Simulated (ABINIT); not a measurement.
Runs of ABINIT 10.8.3 (patched build) on BP. Symmetry: F-43m, No. 216, cubic system. The conventional cell has a = 4.538 Å, b = 4.538 Å, c = 4.538 Å, α = 90.00°, β = 90.00°, γ = 90.00°. P (site symmetry -43m) has 4 B at 1.97 Å as nearest neighbours. B (site symmetry -43m) has 4 P at 1.97 Å as nearest neighbours. 

| task | level | cell | cutoff (eV) | fine-grid cutoff | cell freedom (optcell) | cutoff smearing ecutsm (Ha) | optimiser (ionmov) | force stop (Ha/bohr) | gap on the mesh (eV) | pressure (GPa) |
| --- | --- | --- | --- | --- | --- | --- | --- | --- | --- | --- |
| single point | r2SCAN | as given | 653 | 1251.72 eV | - | - | - | - | 1.45 | -0.4 |
| single point | AM05 | as given | 653 | 1251.72 eV | - | - | - | - | 1.15 | (b) |
| single point | PBEsol | as given | 653 | 1251.72 eV | - | - | - | - | 1.13 | -1.7 |
| single point | RPBE | as given | 653 | 1251.72 eV | - | - | - | - | 1.25 | 3.7 |
| single point | PW91 | as given | 653 | 1251.72 eV | - | - | - | - | 1.28 | 1.0 |
| single point | BLYP | as given | 653 | 1251.72 eV | - | - | - | - | 1.53 | (a) |
| single point | revPBE | as given | 653 | 1251.72 eV | - | - | - | - | 1.25 | 3.1 |
| single point | WC | as given | 653 | 1251.72 eV | - | - | - | - | 1.16 | -1.7 |
| single point | PBE | as given | 653 | 1251.72 eV | - | - | - | - | 1.24 | 1.1 |
| relaxation of cell and atoms | PBE | relaxed | 544 | 1088.46 eV | 2 | 0.5 | 22 | 0.0001 | 1.25 | 0.0 |
| single point | SCAN | as given | 653 | 1251.72 eV | - | - | - | - | 1.55 | -1.6 |
| single point | LDA | as given | 653 | 1251.72 eV | - | - | - | - | 1.20 | -4.5 |

Alike in all rows: potentials or basis JTH PAW PBE v2.0; no spin polarisation; k mesh 10 × 10 × 10; smearing fermi-dirac 0.05 eV.

Question: Fill in the values left out.

Answer: (a) 6.1; (b) -2.0.

Caveats: the PAW data sets were made with another functional, which shifts forces and pressure a little (some runs).

A k mesh can miss the band edges.
